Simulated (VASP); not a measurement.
# LiCl (P4/mmm) in VASP: density of states with PBE

Aim: the density of states of LiCl with PBE.

All numbers are computed with VASP 6.6.1; they aren't measurements. Logs are shortened: lines on timing, memory, paths and dates and some standing lists are left out, and cuts for length are marked.

### 1 Starting point

Symmetry: P4/mmm, No. 123, tetragonal system. Conventional cell: a = 3.433 Å, b = 3.433 Å, c = 5.286 Å, α = 90.00°, β = 90.00°, γ = 90.00°. Li (site symmetry 4/mmm) has 4 Cl at 2.43 Å as nearest neighbours. Around Cl (site symmetry 4/mmm) lie 4 Li at 2.43 Å.

The cell was built by a generator and needn't be a form met in nature.

### 2 Density of states, PBE

The input, POSCAR:

```
LiCl
1.0
    3.4326199224      0.0000000000      0.0000000000
    0.0000000000      3.4326199224      0.0000000000
    0.0000000000      0.0000000000      5.2863800511
Li Cl
1 1
Direct
    0.0000000000      0.0000000000      0.0000000000
    0.5000000000      0.5000000000      0.0000000000
```

The input, INCAR.step1:

```
PREC     = Accurate       # precision mode
ENCUT    = 520            # plane-wave cutoff, eV
EDIFF    = 1E-7           # SCF threshold, eV
ISMEAR   = 0              # smearing method
SIGMA    = 0.02           # smearing width, eV
LREAL    = F              # projectors in reciprocal space
LASPH    = T              # aspherical terms in the spheres
NELM     = 100            # most SCF steps
ALGO     = Normal         # electronic algorithm
ISIF     = 2              # what is computed and relaxed
LWAVE    = F              # write WAVECAR
LCHARG   = T              # write CHGCAR
GGA      = PE             # functional
NBANDS   = 12             # bands
```

The input, KPOINTS.step1:

```
Automatic mesh
0
Gamma
  8 8 4
```

The input, INCAR.step2:

```
PREC     = Accurate       # precision mode
ENCUT    = 520            # plane-wave cutoff, eV
EDIFF    = 1E-7           # SCF threshold, eV
ISMEAR   = -5             # smearing method
SIGMA    = 0.02           # smearing width, eV
LREAL    = F              # projectors in reciprocal space
LASPH    = T              # aspherical terms in the spheres
NELM     = 100            # most SCF steps
ALGO     = Normal         # electronic algorithm
ISIF     = 2              # what is computed and relaxed
LWAVE    = F              # write WAVECAR
LCHARG   = F              # write CHGCAR
GGA      = PE             # functional
LORBIT   = 10             # projections on sites
NEDOS    = 1001           # points of the DOS
ICHARG   = 11             # starting density
```

The input, KPOINTS.step2:

```
Automatic mesh
0
Gamma
  12 12 6
```

Potentials or basis: VASP PAW PBE potentials, release 64 (Li_sv, Cl).

Started as:

```
cat potpaw_PBE.64/Li_sv/POTCAR potpaw_PBE.64/Cl/POTCAR > POTCAR
cp INCAR.step1 INCAR
cp KPOINTS.step1 KPOINTS
mpirun -np 1 vasp_std > vasp.out
cp INCAR.step2 INCAR
cp KPOINTS.step2 KPOINTS
mpirun -np 1 vasp_std > vasp.out
```

OUTCAR:

```text
PREC = Accurate
   ENCUT = 520
   EDIFF = 1E-7
   ISMEAR = -5
   LREAL = F
   LASPH = T
   NELM = 100
   ISIF = 2
   GGA = PE
   LORBIT = 10
   ICHARG = 11

 ion  position               nearest neighbor table
   1  0.000  0.000  0.000-   2 2.43   2 2.43   2 2.43   2 2.43
   2  0.500  0.500  0.000-   1 2.43   1 2.43   1 2.43   1 2.43

  LATTYP: Found a simple tetragonal cell.
 ALAT       =     3.4326199224
 C/A-ratio  =     1.5400423498

  Lattice vectors:

 A1 = (   3.4326199224,   0.0000000000,   0.0000000000)
 A2 = (   0.0000000000,   3.4326199224,   0.0000000000)
 A3 = (   0.0000000000,   0.0000000000,   5.2863800511)

Analysis of symmetry for initial positions (statically):
=====================================================================
 Subroutine PRICEL returns:
 Original cell was already a primitive cell.

 Routine SETGRP: Setting up the symmetry group for a
 simple tetragonal supercell.

 Subroutine GETGRP returns: Found 16 space group operations
 (whereof 16 operations were pure point group operations)
 out of a pool of 16 trial point group operations.

The static configuration has the point symmetry D_4h.

Analysis of symmetry for dynamics (positions and initial velocities):
=====================================================================
 Subroutine PRICEL returns:
 Original cell was already a primitive cell.

 Routine SETGRP: Setting up the symmetry group for a
 simple tetragonal supercell.

 Subroutine GETGRP returns: Found 16 space group operations
 (whereof 16 operations were pure point group operations)
 out of a pool of 16 trial point group operations.

The dynamic configuration has the point symmetry D_4h.

 Subroutine INISYM returns: Found 16 space group operations
 (whereof 16 operations are pure point group operations),
 and found     1 'primitive' translations

----------------------------------------------------------------------------------------

                                     Primitive cell

  volume of cell :      62.2888

  direct lattice vectors                    reciprocal lattice vectors
     3.432619922  0.000000000  0.000000000     0.291322670  0.000000000  0.000000000
     0.000000000  3.432619922  0.000000000     0.000000000  0.291322670  0.000000000
     0.000000000  0.000000000  5.286380051     0.000000000  0.000000000  0.189165363

  length of vectors
     3.432619922  3.432619922  5.286380051     0.291322670  0.291322670  0.189165363

  position of ions in fractional coordinates (direct lattice)
     0.000000000  0.000000000  0.000000000
     0.500000000  0.500000000  0.000000000

  ion indices of the primitive-cell ions
   primitive index   ion index
                 1           1
                 2           2

----------------------------------------------------------------------------------------

 KPOINTS: Automatic mesh

Automatic generation of k-mesh.
 Grid dimensions read from file:
 generate k-points for:   12   12    6

 Generating k-lattice:

  Cartesian coordinates                     Fractional coordinates (reciprocal lattice)
     0.024276889  0.000000000  0.000000000     0.083333333  0.000000000  0.000000000
     0.000000000  0.024276889  0.000000000     0.000000000  0.083333333  0.000000000
     0.000000000  0.000000000  0.031527560     0.000000000  0.000000000  0.166666667

  Length of vectors
     0.024276889  0.024276889  0.031527560

  Shift w.r.t. Gamma in fractional coordinates (k-lattice)
     0.000000000  0.000000000  0.000000000

 TETIRR: Found   1296 inequivalent tetrahedra from     5184

 Subroutine IBZKPT returns following result:
 ===========================================

 Found    112 irreducible k-points:

 Following reciprocal coordinates:
            Coordinates               Weight
  0.000000  0.000000  0.000000      1.000000
  0.083333  0.000000  0.000000      4.000000
  0.166667  0.000000  0.000000      4.000000
  0.250000  0.000000  0.000000      4.000000
  0.333333  0.000000  0.000000      4.000000
  0.416667  0.000000  0.000000      4.000000
[... 16 lines left out ...]
  0.333333  0.333333  0.000000      4.000000
  0.416667  0.333333  0.000000      8.000000
 [... further k-points ...]
   k-points           NKPTS =    112   k-points in BZ     NKDIM =    112   number of bands    NBANDS=      9
   number of dos      NEDOS =   1001   number of ions     NIONS =      2
   total plane-waves  NPLWV =  31360
   dimension x,y,z NGX =    28 NGY =   28 NGZ =   40
   dimension x,y,z NGXF=    56 NGYF=   56 NGZF=   80
   ions per type =               1   1
   NGX,Y,Z   is equivalent  to a cutoff of  13.56, 13.56, 12.58 a.u.
   NGXF,Y,Z  is equivalent  to a cutoff of  27.12, 27.12, 25.16 a.u.
 SYSTEM =  unknown system
   PREC   = accura    normal or accurate (medium, high low for compatibility)
   ISTART =      0    job   : 0-new  1-cont  2-samecut
   ICHARG =     11    charge: 1-file 2-atom 10-const
   ISPIN  =      1    spin polarized calculation?
   LNONCOLLINEAR =      F non collinear calculations
   LSORBIT =      F    spin-orbit coupling
   LASPH  =      T    aspherical Exc in radial PAW
   ENCUT  =  520.0 eV  38.22 Ry    6.18 a.u.   6.38  6.38  9.83*2*pi/ulx,y,z
   NELM   =    100;   NELMIN=  2; NELMDL=  0     # of ELM steps
   EDIFF  = 0.1E-06   stopping-criterion for ELM
   LREAL  =      F    real-space projection
   EDIFFG = 0.1E-05   stopping-criterion for IOM
   NSW    =      0    number of steps for IOM
   IBRION =     -1    ionic relax: 0-MD 1-quasi-New 2-CG
   NFREE  =      0    steps in history (QN), initial steepest desc. (CG)
   ISIF   =      2    stress and relaxation
   ISYM   =      2    0-nonsym 1-usesym 2-fastsym
   POTIM  = 0.5000    time-step for ionic-motion
   TEBEG  =    0.0;   TEEND  =   0.0 temperature during run
   PSTRESS=    0.0 pullay stress
   NELECT =      10.0000    total number of electrons
   NUPDOWN=      -1.0000    fix difference up-down
   EMIN   =  10.00;   EMAX   =-10.00  energy-range for DOS
   EFERMI =   0.00;   METHOD = LEGACY
   ISMEAR =    -5;   SIGMA  =   0.02  broadening in eV -4-tet -1-fermi 0-gaus
   EFERMI_NEDOS =   21; number of points for ismear=-14 and -15
   IALGO  =     38    algorithm
   IMIX   =      4    mixing-type and parameters
     AMIX     =   0.40;   BMIX     =  1.00
     AMIX_MAG =   1.60;   BMIX_MAG =  1.00
  volume/ion in A,a.u.               =      31.14       210.17
  Fermi-wavevector in a.u.,A,eV,Ry     =   0.889757  1.681397 10.771298  0.791668
  Thomas-Fermi vector in A             =   2.011359
   LORBIT       =     10    0 simple, 1 ext, 2 COOP (PROOUT), +10 PAW based schemes
   GGA     = PE    functional components
   LHFCALC =     F    Hartree Fock is set to
   AEXX    =    0.0000 exact exchange contribution
   IVDW    =     0    specifies the selected vdW correction
   LEPSILON=     F    determine dielectric tensor
   LRPA    =     F    only Hartree local field effects (RPA)
 non-spin polarized calculation
 Fermi weights with tetrahedron method with Bloechl corrections
  energy-cutoff  :      520.00
  volume of cell :       62.29
 maximum number of plane-waves:      1696
 NGX is ok and might be reduce to    28

 number of electron       9.9999988 magnetization

 Free energy of the ion-electron system (eV)
  ---------------------------------------------------
  ext. energy  EPLUGINS =         0.00000000
  ---------------------------------------------------
  free energy    TOTEN  =        -7.17638216 eV

  energy without entropy =       -7.17638216  energy(sigma->0) =       -7.17638216

 E-fermi :  -2.6188     XC(G=0):  -5.8428

 val. band max:       -2.6273583210   @ k =   0.5000   0.0000   0.5000
 cond. band min:       2.2142872131   @ k =   0.0000   0.0000   0.0000
 fundamental gap:      4.8416455340
 Fermi energy:        -2.6187699109

 k-point     1 :       0.0000    0.0000    0.0000
  band No.  band energies     occupation
      1     -46.4376      2.00000
      2     -15.6890      2.00000
      3      -3.8481      2.00000
      4      -3.0717      2.00000
      5      -3.0717      2.00000
      6       2.2143      0.00000
      7       6.7572      0.00000
      8       6.9225      0.00000
      9       7.0874      0.00000

 k-point     2 :       0.0833    0.0000    0.0000
  band No.  band energies     occupation
      1     -46.4374      2.00000
      2     -15.6712      2.00000
      3      -3.8150      2.00000
      4      -3.2473      2.00000
      5      -3.0448      2.00000
      6       2.3352      0.00000
      7       6.7881      0.00000
      8       6.7959      0.00000
      9       7.2837      0.00000

 k-point     3 :       0.1667    0.0000    0.0000
  band No.  band energies     occupation
      1     -46.4370      2.00000
      2     -15.6219      2.00000
      3      -3.7220      2.00000
      4      -3.6847      2.00000
      5      -2.9695      2.00000
      6       2.6620      0.00000
      7       6.4117      0.00000
      8       6.7370      0.00000
      9       7.9195      0.00000
[... 229 lines left out ...]
 k-point    23 :       0.3333    0.3333    0.0000
  band No.  band energies     occupation
      1     -46.4346      2.00000
      2     -15.2243      2.00000
      3      -4.6456      2.00000
      4      -4.5191      2.00000
      5      -3.1240      2.00000
      6       5.0313      0.00000
      7       6.1086      0.00000
      8       6.6131      0.00000
      9       8.6002      0.00000

 k-point    24 :       0.4167    0.3333    0.0000
  band No.  band energies     occupation
      1     -46.4342      2.00000
      2     -15.1568      2.00000
      3      -4.9419      2.00000
      4      -4.5549      2.00000
      5      -3.0381      2.00000
      6       5.2408      0.00000
      7       6.2274      0.00000
      8       6.7723      0.00000
      9       8.4950      0.00000

 [... further k-points ...]

------------------------ aborting loop because EDIFF is reached ----------------------------------------

  FORCE on cell =-STRESS in cart. coord.  units (eV):
  Direction    XX          YY          ZZ          XY          YZ          ZX
  --------------------------------------------------------------------------------------
  -------------------------------------------------------------------------------------
  Total       -0.0046027     -0.0046027     -0.0143170      0.0000000     -0.0000000      0.0000000
  in kB       -0.1183887     -0.1183887     -0.3682581      0.0000000     -0.0000000      0.0000000
  external PRESSURE =      -0.2016785 kB  Pullay stress =       0.0000000 kB

 VOLUME and BASIS-vectors are now :
 -----------------------------------------------------------------------------
  energy-cutoff  :      520.00
  volume of cell :       62.29
      direct lattice vectors                 reciprocal lattice vectors
     3.432619922  0.000000000  0.000000000     0.291322670  0.000000000  0.000000000
     0.000000000  3.432619922  0.000000000     0.000000000  0.291322670  0.000000000
     0.000000000  0.000000000  5.286380051     0.000000000  0.000000000  0.189165363

 POSITION                                       TOTAL-FORCE (eV/Angst)
 -----------------------------------------------------------------------------------
      0.00000      0.00000      0.00000         0.000000      0.000000      0.000000
      1.71631      1.71631      0.00000         0.000000      0.000000      0.000000
 -----------------------------------------------------------------------------------
    total drift:                                0.000000      0.000000     -0.000000

  FREE ENERGIE OF THE ION-ELECTRON SYSTEM (eV)
  ---------------------------------------------------
  free  energy   TOTEN  =        -7.1763821575 eV

  energy  without entropy=       -7.1763821575  energy(sigma->0) =       -7.17638216

 total charge

# of ion       s       p       d       tot
------------------------------------------
    1        2.009   0.037   0.000   2.046
    2        1.588   3.594   0.000   5.182
--------------------------------------------------
tot          3.597   3.632   0.000   7.229
```

Run time: 28 s. Hardware: 1 thread of Intel Xeon Platinum 8559C (Emerald Rapids), shared host; peak memory 0.19 GiB.

Results:

```yaml
Valence_electrons_inside_the_program's_atomic_spheres: Li 2.05; Cl 5.18
```

Levels at points of the mesh, in eV from the valence-band top:
| k point | band 2 | band 3 | band 4 | band 5 | band 6 | band 7 | band 8 | band 9 |
| --- | --- | --- | --- | --- | --- | --- | --- | --- |
| (0.00, 0.00, 0.00) | -13.06 | -1.22 | -0.44 | -0.44 | 4.84 | 9.38 | 9.55 | 9.71 |
| (0.50, 0.00, 0.00) | -12.78 | -2.48 | -0.66 | 0.00 | 7.49 | 7.52 | 8.46 | 9.50 |
| (0.50, 0.50, 0.00) | -12.40 | -2.42 | -2.42 | -0.27 | 7.70 | 10.57 | 10.57 | 10.60 |
| (0.00, 0.00, 0.50) | -13.06 | -1.44 | -0.44 | -0.44 | 6.53 | 7.08 | 9.80 | 11.86 |
| (0.50, 0.00, 0.50) | -12.78 | -2.45 | -0.78 | 0.00 | 6.15 | 8.28 | 9.89 | 10.30 |
| (0.50, 0.50, 0.50) | -12.40 | -2.41 | -2.41 | -0.35 | 8.15 | 9.27 | 9.27 | 9.30 |

States per cell in windows of 0.5 eV (zero at the valence-band top; states under -8 eV left out):
```csv
from (eV),total,Cl2_p,Li1_p,Li1_s,Cl2_s,Li1_d,Cl2_d
-8.0,0.00,0.00,0.00,0.00,0.00,0.00,0.00
-7.5,0.00,0.00,0.00,0.00,0.00,0.00,0.00
-7.0,0.00,0.00,0.00,0.00,0.00,0.00,0.00
-6.5,0.00,0.00,0.00,0.00,0.00,0.00,0.00
-6.0,0.00,0.00,0.00,0.00,0.00,0.00,0.00
-5.5,0.00,0.00,0.00,0.00,0.00,0.00,0.00
-5.0,0.00,0.00,0.00,0.00,0.00,0.00,0.00
-4.5,0.00,0.00,0.00,0.00,0.00,0.00,0.00
-4.0,0.00,0.00,0.00,0.00,0.00,0.00,0.00
-3.5,0.00,0.00,0.00,0.00,0.00,0.00,0.00
-3.0,0.00,0.00,0.00,0.00,0.00,0.00,0.00
-2.5,1.30,0.70,0.01,0.01,0.00,0.00,0.00
-2.0,0.71,0.40,0.01,0.01,0.00,0.00,0.00
-1.5,0.95,0.55,0.01,0.00,0.00,0.00,0.00
-1.0,1.97,1.22,0.01,0.00,0.00,0.00,0.00
-0.5,1.16,0.78,0.00,0.00,0.00,0.00,0.00
0.0,0.00,0.00,0.00,0.00,0.00,0.00,0.00
0.5,0.00,0.00,0.00,0.00,0.00,0.00,0.00
1.0,0.00,0.00,0.00,0.00,0.00,0.00,0.00
1.5,0.00,0.00,0.00,0.00,0.00,0.00,0.00
2.0,0.00,0.00,0.00,0.00,0.00,0.00,0.00
2.5,0.00,0.00,0.00,0.00,0.00,0.00,0.00
3.0,0.00,0.00,0.00,0.00,0.00,0.00,0.00
3.5,0.00,0.00,0.00,0.00,0.00,0.00,0.00
4.0,0.00,0.00,0.00,0.00,0.00,0.00,0.00
4.5,0.00,0.00,0.00,0.00,0.00,0.00,0.00
5.0,0.07,0.00,0.00,0.00,0.00,0.00,0.00
5.5,0.15,0.01,0.00,0.00,0.01,0.00,0.00
6.0,0.56,0.04,0.02,0.00,0.01,0.00,0.00
6.5,0.54,0.03,0.02,0.00,0.01,0.00,0.00
7.0,0.35,0.01,0.02,0.00,0.00,0.00,0.00
7.5,0.55,0.01,0.02,0.03,0.02,0.00,0.00
```

Caveat: the cutoff is under 1.25 times the usual one of these potentials, so pressure, stress and relaxed cells hold a basis-set (Pulay) error.
